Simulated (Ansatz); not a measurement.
What a trial cell of Te relaxes into

Method: DFT r2SCAN, scalar-relativistic, plane waves, PAW in Ansatz 0.2.0. Cutoff 500 eV, Γ-centred k mesh, Gaussian smearing, no spin polarisation in the final step.

This is the end of a relaxation of cell and atoms.

```xyz
4
Lattice="5.2240 0.0000 0.0000 -2.6120 4.5241 0.0000 0.0000 0.0000 6.2742" Properties=species:S:1:pos:R:3 pbc="T T T"
Te    0.0000    0.0000    1.5685
Te    0.0000    0.0000    4.7056
Te    0.0000    3.0161    4.7056
Te    2.6120    1.5080    1.5685
```

Energies count from the standard state of Te at the same level.

**Question.** What space group does it have?

**Answer.** P6_3/mmc (No. 194). Conventional cell: a = 5.224 Å, c = 6.274 Å. Te on Wyckoff site b (2 atoms of the primitive cell) has 5 Te at 3.02–3.14 Å; around Te on Wyckoff site d (2 atoms of the primitive cell) lie 3 Te at 3.02 Å.

**Question.** How far above the standard state of Te does it lie?

**Answer.** 0.37 eV/atom.

**Question.** Is it a metal?

**Answer.** Yes, bands cross the Fermi level on the 12×12×8 mesh.

The final run used a 12×12×8 mesh on its 4-atom cell and 0.10 eV smearing. For metals, differences of a few meV/atom aren't resolved. Spin–orbit coupling is left out. The cell came from a trial start, so Te may not exist in this structure.